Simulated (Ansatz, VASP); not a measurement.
# Si54HC53 (H_C): VASP beside Ansatz, part 2 of 2

Wanted: the spread between two codes on one cell, functional and k mesh. The cell is taken from a series of runs on this material, whose earlier steps may have relaxed, scaled, displaced or heated it; both programs get it as it stands.

VASP 6.6.1 and Ansatz 0.2.0.

So far. Step 3 (VASP: single point, PBEsol, pair 1): The run ends at a pressure of 2.17 GPa, with forces up to 0.30 eV/Å.

## Step 6: VASP: single point, PBEsol, pair 2

Level of this step: PBEsol, spin-polarised from a ferromagnetic start; plane waves and PAW (Si, C, H) (VASP).

The same cell, functional, mesh and smearing now go to VASP, with its own data sets.

INCAR reads:

```
SYSTEM = Si54HC53
PREC = Accurate
ENCUT = 520
EDIFF = 1E-06
NELM = 200
ISMEAR = -1
SIGMA = 0.01
LREAL = Auto
ALGO = Normal
GGA = PS
NELECT = 425
NBANDS = 288
ISPIN = 2
MAGMOM = 0 0 0 0 0 0 0 0 0 0 0 0 0 0 0 0 0 0 0 0 0 0 0 0 0 0 0 0 0 0 0 0 0 0 0 0 0 0 0 0 0 0 0 0 0 0 0 0 0 0 0 0 0 0 0.02 0.01 0 0.02 0 0.03 0.02 0.01 0 0.02 0 0.03 0.01 0.01 0 0.02 0 0.03 0.01 0.01 0 0.02 0 0.02 0.01 0 0 0.02 0.02 0.01 0.01 0 0.02 0 0.03 0.02 0.01 0 0.02 0 0.03 0.01 0 0 0.02 0 0.02 0.01 0 0 0.02 0 0.03 -0
LORBIT = 11
LWAVE = .FALSE.
LCHARG = .FALSE.
ISIF = 2
ISYM = 0
NUPDOWN = 1
LASPH = .TRUE.
GGA_COMPAT = .FALSE.
KPAR = 4
```

POSCAR reads:

```
Si54HC53
1.0
    9.2359949282      0.0000000000      0.0000000000
   -4.6179974641      7.9986062370      0.0000000000
    0.0000000000      0.0000000000     15.1078644027
Si C H
54 53 1
Direct
    0.1116106239      0.2213209265      0.8336440685
    0.2200713323      0.1087122433      0.3309546680
    0.2200977124      0.1104555836      0.6675767361
[... 1 atom line left out ...]
    0.9984375936      0.0009608090      0.4985260758
[... 2 atom lines left out ...]
    0.2198161474      0.4476762209      0.3309005920
    0.2203965176      0.4424231357      0.6677576811
[... 1 atom line left out ...]
    0.9963323700      0.3325086826      0.4982579295
[... 5 atom lines left out ...]
    0.0010175397      0.6681133768      0.4979975556
[... 1 atom line left out ...]
    0.4449726992      0.2202784526      0.8360955249
    0.5530691494      0.1107330559      0.3314775261
    0.5572123506      0.1100298452      0.6673356549
[... 1 atom line left out ...]
    0.3318850070      0.9990532445      0.4979687771
[... 1 atom line left out ...]
    0.4451393069      0.5551148151      0.8360257557
    0.5547060533      0.4450077247      0.3321228432
    0.5564951854      0.4436553275      0.6880404946
[... 1 atom line left out ...]
    0.2957646733      0.3150589629      0.4920477257
[... 2 atom lines left out ...]
    0.5522215827      0.7798849345      0.3309478519
    0.5576617489      0.7797124374      0.6677158156
[... 1 atom line left out ...]
    0.3317791908      0.6682496980      0.4976366306
[... 5 atom lines left out ...]
    0.6672756920      0.0033510395      0.4982452958
[... 1 atom line left out ...]
    0.7801375207      0.5554361861      0.8360775460
    0.8889918735      0.4467483009      0.3314884548
    0.8900568193      0.4428476083      0.6673576700
[... 1 atom line left out ...]
    0.6738528220      0.3264799015      0.4960267183
[... 2 atom lines left out ...]
    0.8907830547      0.7794313288      0.3309669812
    0.8897526798      0.7800680584      0.6675704062
[... 1 atom line left out ...]
    0.6839829721      0.7022920627      0.4923147250
[... 3 atom lines left out ...]
    0.1111412043      0.2215134243      0.7081357381
[... 1 atom line left out ...]
    0.2224533215      0.1110591388      0.5419207522
[... 5 atom lines left out ...]
    0.2238322556      0.4467998023      0.5421042669
[... 2 atom lines left out ...]
    0.9989349951      0.6677979459      0.3737285622
[... 5 atom lines left out ...]
    0.3319056628      0.0007648990      0.3737099839
    0.4437997662      0.2197761746      0.7074191234
[... 1 atom line left out ...]
    0.5531355151      0.1117456495      0.5420125961
[... 2 atom lines left out ...]
    0.3314214558      0.3339180149      0.3737983595
    0.4445638173      0.5556078609      0.7070617610
[... 3 atom lines left out ...]
    0.3318577298      0.6678850617      0.3735909134
[... 2 atom lines left out ...]
    0.5531055623      0.7760069981      0.5420834860
[... 3 atom lines left out ...]
    0.7782531446      0.2217702958      0.7080832409
[... 4 atom lines left out ...]
    0.6651447377      0.3347639643      0.3742391955
    0.7804190072      0.5562843820      0.7074704421
[... 1 atom line left out ...]
    0.8885081111      0.4467685601      0.5420444493
[... 2 atom lines left out ...]
    0.6655471591      0.6681001815      0.3737946013
    0.7785234736      0.8888894940      0.7081490907
[... 1 atom line left out ...]
    0.8886375992      0.7771924807      0.5419493878
[... 1 atom line left out ...]
    0.5758531188      0.4286090488      0.5325580497
```

KPOINTS reads:

```
Points of the shifted mesh
8
Reciprocal
 0.2500000000  0.2500000000  0.2500000000 1
 0.2500000000  0.2500000000  0.7500000000 1
 0.2500000000  0.7500000000  0.2500000000 1
 0.2500000000  0.7500000000  0.7500000000 1
 0.7500000000  0.2500000000  0.2500000000 1
 0.7500000000  0.2500000000  0.7500000000 1
 0.7500000000  0.7500000000  0.2500000000 1
 0.7500000000  0.7500000000  0.7500000000 1
```

The projector-augmented-wave data sets are Si, C and H (PBE family, release 64).

Started as:

```bash
> mpirun -np 8 vasp_std
```

Numbers of over 12 decimals in the logs are rounded to 6 here.

The program printed:

```text
[banner, memory and clock lines left out]
running    8 mpi-ranks, on    1 nodes
[...]
[... a notice as in an earlier step ...]

 [... a notice as in an earlier step ...]

 LDA part: xc-table for (Slater+PW92), standard interpolation
 POSCAR, INCAR and KPOINTS ok, starting setup
[...]
entering main loop
       N       E                     dE             d eps       ncg     rms          rms(c)
DAV:   1     0.122523210024E+04    0.12252E+04   -0.19310E+05  9216   0.133E+03
DAV:   2    -0.825855938103E+03   -0.20511E+04   -0.19367E+04 11232   0.237E+02
DAV:   3    -0.975106405626E+03   -0.14925E+03   -0.14746E+03 11208   0.601E+01
DAV:   4    -0.978594645429E+03   -0.34882E+01   -0.34732E+01 11168   0.100E+01
DAV:   5    -0.978691469284E+03   -0.96824E-01   -0.96666E-01 11280   0.160E+00BRMIX: very serious problems
 the old and the new charge density differ
 old charge density:   429.00000 new  425.00000
BRMIX: very serious problems
 the old and the new charge density differ
 old charge density:   429.00000 new  425.00000
BRMIX: very serious problems
 the old and the new charge density differ
 old charge density:   429.00000 new  425.00000
BRMIX: very serious problems
 the old and the new charge density differ
 old charge density:   429.00000 new  425.00000
    0.637E+01
DAV:   6    -0.887984719148E+03    0.90707E+02   -0.28307E+02 10656   0.221E+01    0.289E+01
DAV:   7    -0.884862728308E+03    0.31220E+01   -0.28897E+01 11392   0.753E+00    0.118E+01
DAV:   8    -0.884244485138E+03    0.61824E+00   -0.25422E+00 10616   0.234E+00    0.390E+00
DAV:   9    -0.884146059562E+03    0.98426E-01   -0.36548E-01 10824   0.101E+00    0.689E-01
[...]
DAV:  15    -0.884147812718E+03   -0.18461E-05   -0.10454E-05 10912   0.571E-03    0.951E-03
DAV:  16    -0.884147814041E+03   -0.13239E-05   -0.20987E-06  6464   0.316E-03    0.438E-03
DAV:  17    -0.884147814652E+03   -0.61069E-06   -0.13395E-06  5720   0.201E-03
   1 F= -.88414781E+03 E0= -.88414660E+03  d E =-.243711E-02  mag=     0.9975
```

From OUTCAR (step 6):

```text
  FREE ENERGIE OF THE ION-ELECTRON SYSTEM (eV)
  ---------------------------------------------------
  free  energy   TOTEN  =      -884.1478146521 eV

  energy  without entropy=     -884.1453775418  energy(sigma->0) =     -884.14659610

 magnetization (x)
# of ion       s       p       d       tot
------------------------------------------
    1       -0.000   0.002   0.000   0.001
    2       -0.000  -0.000   0.000  -0.000
    3       -0.000   0.000   0.000   0.000
    4       -0.001   0.001   0.000   0.000
    5       -0.000   0.000   0.000   0.000
    6       -0.001   0.003   0.000   0.002
    7       -0.000   0.002   0.000   0.002
    8       -0.000  -0.000   0.000  -0.000
    9       -0.000   0.001   0.000   0.000
   10       -0.001   0.000   0.000  -0.000
   11       -0.000   0.000   0.000   0.000
   12       -0.001   0.003   0.000   0.002
   13       -0.000   0.002   0.000   0.001
[...]
--------------------------------------------------
tot          0.006   0.588   0.000   0.595
```

The run ends at a pressure of -5.46 GPa, with forces up to 0.27 eV/Å.

## Step 7: Differences

What differs besides the data sets and the points named for the pairs above, as far as they apply: VASP starts from the moments at which Ansatz ended. Total energies have different zeros and are not compared.

The two programs side by side:

```csv
quantity,Ansatz,VASP,difference
"total moment, fixed by the input (μB)",1.00,1.00,0.00
```

Forces on 10 of the 108 atoms, those with the largest forces and the largest differences (eV/Å; atoms numbered as in POSCAR):

```csv
atom,"Ansatz x, y, z","VASP x, y, z"
Si29,"0.183, 0.191, 0.029","0.187, 0.190, 0.031"
Si53,"-0.080, -0.213, 0.022","-0.080, -0.217, 0.024"
C59,"0.076, -0.111, 0.119","0.089, -0.118, 0.127"
C65,"-0.156, 0.025, 0.038","-0.162, 0.037, 0.051"
C75,"-0.012, -0.005, 0.029","-0.016, -0.022, 0.028"
C88,"-0.081, 0.111, 0.038","-0.093, 0.111, 0.051"
C101,"-0.166, 0.071, -0.037","-0.167, 0.078, -0.042"
C106,"0.139, -0.014, 0.111","0.151, -0.021, 0.116"
C107,"-0.180, 0.077, -0.017","-0.182, 0.073, -0.020"
H108,"-0.228, 0.122, 0.048","-0.226, 0.121, 0.048"
```

The forces differ by 4.2 meV/Å r.m.s., which is 6.6 % of the r.m.s. force of 0.063 eV/Å (both taken over all components). The cell carries a charge of +4 e against a uniform background, so its pressure also hangs on how the neutralising background is counted, and in a defect's cell a gap may be the spacing between its levels.

## Step 8: Outcome

| Item | Value |
| --- | --- |
| r.m.s. force difference (single point, PBEsol, pair 1) | 2.9 meV/Å |
| r.m.s. force difference (single point, PBEsol, pair 2) | 4.2 meV/Å |

**Reading.** The r.m.s. force difference is 4.2 meV/Å (single point, PBEsol, pair 2), within the 12 meV/Å picked in this series as the mark of a large difference. How closely two codes agree says nothing of how well the functional describes the real material.

[Lines on the potential files, build, host, timing and source positions are cut from VASP's logs without a mark.]

[Logs are printed without paths, hosts, clocks, repeated set-up lines and the standing remarks that a program may print on its own settings, such as how far it seeks lower states.]

[Hosts, paths, dates, database ids (printed as entryN), source tags and the programs' standing remarks are cut or masked in the printed files.]
